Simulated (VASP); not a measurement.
# Al (Fm-3m) in VASP: a series of runs

The runs below take Al through single point, with PBE.

All numbers are computed with VASP 6.6.1; they aren't measurements. Logs are shortened: lines on timing, memory, paths and dates and some standing lists are left out, and cuts for length are marked.

### 1 The crystal as given

It takes space group Fm-3m (No. 225, cubic). Conventional cell: a = 4.050 Å, b = 4.050 Å, c = 4.050 Å, α = 90.00°, β = 90.00°, γ = 90.00°. Around Al (site symmetry m-3m) lie 12 Al at 2.86 Å.

### 2 Single point, PBE

Contents of INCAR:

```
SYSTEM = Al
PREC = Accurate
ENCUT = 500
EDIFF = 1E-7
ISMEAR = -1
SIGMA = 0.15
LREAL = .False.
LASPH = .True.
NELM = 100
ALGO = Normal
ISIF = 2
LWAVE = .False.
LCHARG = .False.
GGA = PE
NBANDS = 8
ADDGRID = .False.
```

Contents of KPOINTS:

```
regular mesh
0
Gamma
  6 6 6
  0 0 0
```

Contents of POSCAR:

```
Al
1.0
    0.0000000000      2.0248050000      2.0248050000
    2.0248050000      0.0000000000      2.0248050000
    2.0248050000      2.0248050000      0.0000000000
Al
1
Direct
    0.0000000000      0.0000000000      0.0000000000
```

Potentials or basis: VASP PAW PBE potentials, release 64 (Al).

Started as:

```
$ cat potpaw_PBE.64/Al/POTCAR > POTCAR
$ mpirun -np 1 vasp_std > vasp.out
```

OUTCAR:

```text
SYSTEM = Al
   PREC = Accurate
   ENCUT = 500
   EDIFF = 1E-7
   ISMEAR = -1
   LREAL = .False.
   LASPH = .True.
   NELM = 100
   ISIF = 2
   GGA = PE

 Found     16 irreducible k-points:

 Following reciprocal coordinates:
            Coordinates               Weight
  0.000000  0.000000  0.000000      1.000000
  0.166667  0.000000  0.000000      8.000000
  0.333333  0.000000  0.000000      8.000000
  0.500000  0.000000  0.000000      4.000000
  0.166667  0.166667  0.000000      6.000000
  0.333333  0.166667  0.000000     24.000000
   k-points           NKPTS =     16   k-points in BZ     NKDIM =     16   number of bands    NBANDS=      8
   number of dos      NEDOS =    301   number of ions     NIONS =      1
   total plane-waves  NPLWV =  13824
   dimension x,y,z NGX =    24 NGY =   24 NGZ =   24
   dimension x,y,z NGXF=    48 NGYF=   48 NGZF=   48
   ions per type =               1
   NGX,Y,Z   is equivalent  to a cutoff of  13.93, 13.93, 13.93 a.u.
   NGXF,Y,Z  is equivalent  to a cutoff of  27.87, 27.87, 27.87 a.u.
 SYSTEM =  Al
   PREC   = accura    normal or accurate (medium, high low for compatibility)
   ISTART =      0    job   : 0-new  1-cont  2-samecut
   ICHARG =      2    charge: 1-file 2-atom 10-const
   ISPIN  =      1    spin polarized calculation?
   LNONCOLLINEAR =      F non collinear calculations
   LSORBIT =      F    spin-orbit coupling
   LASPH  =      T    aspherical Exc in radial PAW
   ENCUT  =  500.0 eV  36.75 Ry    6.06 a.u.   5.22  5.22  5.22*2*pi/ulx,y,z
   NELM   =    100;   NELMIN=  2; NELMDL= -5     # of ELM steps
   EDIFF  = 0.1E-06   stopping-criterion for ELM
   LREAL  =      F    real-space projection
   EDIFFG = 0.1E-05   stopping-criterion for IOM
   NSW    =      0    number of steps for IOM
   IBRION =     -1    ionic relax: 0-MD 1-quasi-New 2-CG
   NFREE  =      0    steps in history (QN), initial steepest desc. (CG)
   ISIF   =      2    stress and relaxation
   ISYM   =      2    0-nonsym 1-usesym 2-fastsym
   POTIM  = 0.5000    time-step for ionic-motion
   TEBEG  =    0.0;   TEEND  =   0.0 temperature during run
   PSTRESS=    0.0 pullay stress
   NELECT =       3.0000    total number of electrons
   NUPDOWN=      -1.0000    fix difference up-down
   EMIN   =  10.00;   EMAX   =-10.00  energy-range for DOS
   EFERMI =   0.00;   METHOD = LEGACY
   ISMEAR =    -1;   SIGMA  =   0.15  broadening in eV -4-tet -1-fermi 0-gaus
   EFERMI_NEDOS =   21; number of points for ismear=-14 and -15
   IALGO  =     38    algorithm
   IMIX   =      4    mixing-type and parameters
     AMIX     =   0.40;   BMIX     =  1.00
     AMIX_MAG =   1.60;   BMIX_MAG =  1.00
  volume/ion in A,a.u.               =      16.60       112.04
  Fermi-wavevector in a.u.,A,eV,Ry     =   0.925526  1.748991 11.654733  0.856599
  Thomas-Fermi vector in A             =   2.051390
   LORBIT       =      0    0 simple, 1 ext, 2 COOP (PROOUT), +10 PAW based schemes
   GGA     = PE    functional components
   LHFCALC =     F    Hartree Fock is set to
   AEXX    =    0.0000 exact exchange contribution
   IVDW    =     0    specifies the selected vdW correction
   LEPSILON=     F    determine dielectric tensor
   LRPA    =     F    only Hartree local field effects (RPA)
 non-spin polarized calculation
  energy-cutoff  :      500.00
  volume of cell :       16.60
 maximum number of plane-waves:       444
 NGX is ok and might be reduce to    24
   NGX = 11   NGY = 11   NGZ = 11

 number of electron       3.0000000 magnetization

 Free energy of the ion-electron system (eV)
  ---------------------------------------------------
  ext. energy  EPLUGINS =         0.00000000
  ---------------------------------------------------
  free energy    TOTEN  =        -3.82418610 eV

  energy without entropy =       -3.80541653  energy(sigma->0) =       -3.81480132

 E-fermi :   8.1771     XC(G=0): -10.1745

 val. band max:        7.2850546139   @ k =  -0.3333   0.5000   0.1667
 cond. band min:       8.3191251694   @ k =  -0.3333   0.3333   0.0000
 fundamental gap:      1.0340705556
 Fermi energy:         8.1771364491

 k-point     1 :       0.0000    0.0000    0.0000
  band No.  band energies     occupation
      1      -3.1567      2.00000
      2      20.5194      0.00000
      3      20.5194      0.00000
      4      20.5194      0.00000
      5      21.9657      0.00000
      6      21.9657      0.00000
      7      21.9657      0.00000
      8      24.3534      0.00000

 k-point     2 :       0.1667    0.0000    0.0000
  band No.  band energies     occupation
      1      -2.4063      2.00000
      2      14.5527      0.00000
      3      19.2400      0.00000
      4      19.2400      0.00000
      5      22.4604      0.00000
      6      23.8895      0.00000
      7      23.8895      0.00000
      8      25.1524      0.00000

 k-point     3 :       0.3333    0.0000    0.0000
  band No.  band energies     occupation
      1      -0.1785      2.00000
      2       8.4284      0.31553
      3      18.6587      0.00000
      4      18.6587      0.00000
      5      21.2445      0.00000
      6      21.2445      0.00000
      7      22.2086      0.00000
      8      25.2001      0.00000

 k-point     4 :       0.5000    0.0000    0.0000
  band No.  band energies     occupation
      1       3.3670      2.00000
      2       3.5633      2.00000
      3      19.2790      0.00000
      4      19.2790      0.00000
      5      19.3673      0.00000
      6      19.3673      0.00000
      7      23.0221      0.00000
      8      23.1351      0.00000

 k-point     5 :       0.1667    0.1667    0.0000
  band No.  band energies     occupation
      1      -2.1571      2.00000
      2      16.9099      0.00000
      3      16.9099      0.00000
      4      17.0803      0.00000
      5      20.1476      0.00000
      6      20.3763      0.00000
      7      26.9480      0.00000
      8      26.9480      0.00000

 k-point     6 :       0.3333    0.1667    0.0000
  band No.  band energies     occupation
      1      -0.4246      2.00000
      2      10.9249      0.00000
      3      15.8540      0.00000
      4      16.5868      0.00000
      5      17.4977      0.00000
      6      22.3799      0.00000
      7      26.0344      0.00000
      8      27.5592      0.00000

 [... further k-points ...]

------------------------ aborting loop because EDIFF is reached ----------------------------------------

  FORCE on cell =-STRESS in cart. coord.  units (eV):
  Direction    XX          YY          ZZ          XY          YZ          ZX
  --------------------------------------------------------------------------------------
  -------------------------------------------------------------------------------------
  Total       -0.0230688     -0.0230688     -0.0230688     -0.0000000      0.0000000      0.0000000
  in kB       -2.2261560     -2.2261560     -2.2261560     -0.0000000      0.0000000      0.0000000
  external PRESSURE =      -2.2261560 kB  Pullay stress =       0.0000000 kB

 VOLUME and BASIS-vectors are now :
 -----------------------------------------------------------------------------
  energy-cutoff  :      500.00
  volume of cell :       16.60
      direct lattice vectors                 reciprocal lattice vectors
     0.000000000  2.024805000  2.024805000    -0.246937359  0.246937359  0.246937359
     2.024805000  0.000000000  2.024805000     0.246937359 -0.246937359  0.246937359
     2.024805000  2.024805000  0.000000000     0.246937359  0.246937359 -0.246937359

 POSITION                                       TOTAL-FORCE (eV/Angst)
 -----------------------------------------------------------------------------------
      0.00000      0.00000      0.00000         0.000000     -0.000000     -0.000000
 -----------------------------------------------------------------------------------
    total drift:                               -0.000000     -0.000000     -0.000000

  FREE ENERGIE OF THE ION-ELECTRON SYSTEM (eV)
  ---------------------------------------------------
  free  energy   TOTEN  =        -3.8241861004 eV

  energy  without entropy=       -3.8054165341  energy(sigma->0) =       -3.81480132
```

Wall time 1.8 s (1 thread of Intel Xeon 6975P-C (Granite Rapids), shared host); peak memory 0.12 GiB.

These settings aren't checked as converged: the numbers below hold their error.

What came out:

```yaml
Free_energy: -3.8242 eV
Pressure: -0.2 GPa
Band_gap_on_the_k_mesh: none (metal or under the smearing width)
```

Caveat: the k mesh is coarse (spacing up to 0.45 Å⁻¹), so the values aren't converged.

### 3 Single point, PBE

INCAR is that of step 2.

KPOINTS is that of step 2.

Contents of POSCAR:

```
Al
1.0
   -0.0142710000      2.0302060000      1.9470980000
    2.0319350000     -0.0386130000      1.9714400000
    2.0296090000      2.0522230000     -0.0362870000
Al
1
Direct
    0.0259050000     -0.0062880000     -0.0081470000
```

Potentials or basis: VASP PAW PBE potentials, release 64 (Al).

Started as:

```
$ cat potpaw_PBE.64/Al/POTCAR > POTCAR
$ mpirun -np 1 vasp_std > vasp.out
```

Run time: 6.1 s. Hardware: 1 thread of Intel Xeon 6975P-C (Granite Rapids), shared host; peak memory 0.14 GiB.

The run converged, but some of its settings lie outside the range that counts as converged, so its numbers aren't taken as properties of the crystal.

Results:

```
Free energy            : -3.8119 eV
Pressure               : 0.0 GPa
Band gap on the k mesh : none (metal or under the smearing width)
```

Caveat: the k mesh is coarse (spacing up to 0.45 Å⁻¹), so the values aren't converged.

### 4 Single point, PBE

Edit INCAR of step 3 so:

```diff
@@ -2,3 +2,3 @@
 PREC = Accurate
-ENCUT = 500
+ENCUT = 600
 EDIFF = 1E-7
```

KPOINTS is that of step 3.

Contents of POSCAR:

```
Al
1.0
    0.0000000000      2.0248050000      2.0248050000
    2.0248050000      0.0000000000      2.0248050000
    2.0248050000      2.0248050000      0.0000000000
Al
1
Direct
    0.0000000000      0.0000000000      0.0000000000
```

Started as:

```
$ cat potpaw_PBE.64/Al/POTCAR > POTCAR
$ mpirun -np 1 vasp_std > vasp.out
```

Wall time 1.7 s (1 thread of Intel Xeon 6975P-C (Granite Rapids), shared host); peak memory 0.12 GiB.

The run converged, but some of its settings lie outside the range that counts as converged, so its numbers aren't taken as properties of the crystal.

Results:

* Free energy: -3.8243 eV
* Pressure: -0.2 GPa
* Band gap on the k mesh: none (metal or under the smearing width)

Caveat: the k mesh is coarse (spacing up to 0.45 Å⁻¹), so the values aren't converged.

### 5 Single point, PBE

INCAR is that of step 4.

KPOINTS is that of step 4.

Contents of POSCAR:

```
Al
1.0
   -0.0142710000      2.0302060000      1.9470980000
    2.0319350000     -0.0386130000      1.9714400000
    2.0296090000      2.0522230000     -0.0362870000
Al
1
Direct
    0.0259050000     -0.0062880000     -0.0081470000
```

Started as:

```
$ cat potpaw_PBE.64/Al/POTCAR > POTCAR
$ mpirun -np 1 vasp_std > vasp.out
```

Run time: 5.6 s. Hardware: 1 thread of Intel Xeon 6975P-C (Granite Rapids), shared host; peak memory 0.13 GiB.

The run converged, but some of its settings lie outside the range that counts as converged, so its numbers aren't taken as properties of the crystal.

Results:

- Free energy: -3.8119 eV
- Pressure: 0.0 GPa
- Band gap on the k mesh: none (metal or under the smearing width)

Caveat: the k mesh is coarse (spacing up to 0.45 Å⁻¹), so the values aren't converged.

### 6 For comparison

An earlier run on the cell as given: functional PBE; potentials or basis VASP PAW PBE potentials, release 64 (Al); cutoff 520 eV; k mesh 11 × 11 × 11; occupations fermi-dirac, width 0.05 eV; no spin polarisation.

- Pressure: -0.5 GPa
- Band gap on the k mesh: none (metal or under the smearing width)
